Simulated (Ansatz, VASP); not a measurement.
# TaN: VASP beside Ansatz

```
CELL_PARAMETERS angstrom
2.90862 0.00000 0.00000
-1.45431 2.51894 0.00000
0.00000 0.00000 2.88300
ATOMIC_POSITIONS crystal
Ta 0.33333 0.66667 0.50000
N 0.00000 0.00000 0.00000
```

Change from the starting cell: equal xx and yy strain of -1 %.

Alike in both runs: task single point; functional PBEsol; k mesh 12 × 12 × 10; occupations fermi-dirac, width 0.02 eV; no spin polarisation.

|  | VASP | Ansatz |
| --- | --- | --- |
| version | VASP 6.6.1 | Ansatz 0.2.0 |
| potentials or method | VASP PAW PBE potentials, release 64 (Ta_pv, N), cutoff 520 eV | all-electron LAPW, scalar-relativistic |

VASP gave:

| Item | Value |
| --- | --- |
| pressure (GPa) | 2.9 |
| largest component of the traceless stress (GPa) | 3.94 |

Which values does Ansatz return?

Pressure (GPa): 2.1; largest component of the traceless stress (GPa): 4.08.

Ansatz ran all-electron here, so the differences hold the error of VASP's frozen core and of both bases.

Caveats: the PAW data sets were made with another functional, which shifts forces and pressure a little (VASP). Spin-orbit coupling is left out, which matters for the levels of Ta.
